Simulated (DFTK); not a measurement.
## As under changes of volume

One of the cells (21.530 Å³/atom); the others are scaled copies at fixed shape and fractional positions:

```
As
1.0
     1.88080    1.08588    3.51406
    -1.88080    1.08588    3.51406
     0.00000   -2.17176    3.51406
As
2
Cartesian
  0.0000 0.0000 2.3825
  0.0000 0.0000 8.1597
```

* Program: DFTK 0.8.2
* Functional: PBEsol
* Potentials or basis: cp2k.nc.sr.pbe.v0_1.semicore.gth (PBE, GTH)
* Cutoff: 544 eV
* k mesh: 6 × 6 × 6
* Occupations: fermi-dirac, width 0.05 eV
* Spin: no spin polarisation

```csv
volume (Å³/atom),energy over the lowest point (meV/atom),pressure (GPa),largest force (eV/Å)
20.239,39.84,7.2,0.962
20.669,?,?,?
21.100,9.99,3.3,0.612
21.530,2.76,1.5,0.469
21.961,0.00,-0.1,0.336
22.392,1.36,-1.5,0.210
22.822,6.42,-2.8,0.093
```

Problem. What does the run at 20.669 Å³/atom give?

Solution. Energy over the lowest point 22.21 meV/atom; pressure 5.2 GPa; largest force 0.772 eV/Å.

Worked out: A Birch-Murnaghan fit of order 3 (a polynomial in V^(-2/3)) to the other rows has its minimum at 22.03 Å³/atom with B0 = V·E''(V) = 77 GPa and B' = 3.9 at fixed shape and positions, which overstates the stiffness. It gives 22.21 meV/atom at 20.669 Å³/atom, against the run's 22.21, and -dE/dV = 5.5 GPa, against 5.2.

Energies are extrapolated to zero smearing.

Caveats: GTH potentials come without recommended cutoffs, and this one wasn't checked for convergence; the potentials were made for another functional, which shifts forces and pressure.
